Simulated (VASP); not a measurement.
Wanted: the native input for a VASP 6.6.1 run.

| Item | Value |
| --- | --- |
| Task | relaxation of cell and atoms |
| Functional | AM05 |
| Potentials or basis | VASP PAW PBE potentials, release 64 (In_d, Sb) |
| Cutoff | 600 eV |
| k mesh | 10 × 10 × 10 |
| Occupations | gaussian, width 0.03 eV |
| Spin | no spin polarisation |
| Further INCAR settings | ALGO = Normal; EDIFF = 1e-07; IBRION = 2; EDIFFG = -0.005; NSW = 90; ISIF = 3 |

The structure of InSb lies in POSCAR:

```
InSb                                    
1.0
    0.0000000000      3.2707552348      3.2707552348
    3.2707552348      0.0000000000      3.2707552348
    3.2707552348      3.2707552348     -0.0000000000
  In              Sb            
     1     1
Direct
     0.0000000000000000    0.0000000000000000    0.0000000000000000
     0.2500000000000000    0.2500000000000000    0.2500000000000000
```

The input as run:

INCAR

```
  PREC = Accurate
  ENCUT = 600
  EDIFF = 1E-7
  ISMEAR = 0
  SIGMA = 0.03
  LREAL = F
  LASPH = T
  NELM = 80
  ALGO = Normal
  ISIF = 3
  LWAVE = F
  LCHARG = F
  GGA = AM
  IBRION = 2
  NSW = 90
  EDIFFG = -0.005
```

KPOINTS

```
regular mesh
0
Gamma
  10 10 10
```

Potentials or basis: VASP PAW PBE potentials, release 64 (In_d, Sb).

Launch:

```sh
$ cat potpaw_PBE.64/In_d/POTCAR potpaw_PBE.64/Sb/POTCAR > POTCAR
$ mpirun -np 1 vasp_std > vasp.out
```

It gave:

```json
{
 "Pressure after relaxing": "0.0 GPa",
 "Band gap on the k mesh": "none (metal or under the smearing width)"
}
```

Caveat: the relaxation stopped at its first step, so nothing moved; the PAW data sets were made with another functional, which shifts forces and pressure a little; this crystal is a semiconductor, whose small gap the functional closes, so the metal is an error of the method.

Run time: 80 s on 1 thread of Intel(R) Xeon(R) Platinum 8259CL CPU @ 2.50GHz (Skylake/Cascade Lake) (shared host), peak memory 0.26 GiB.
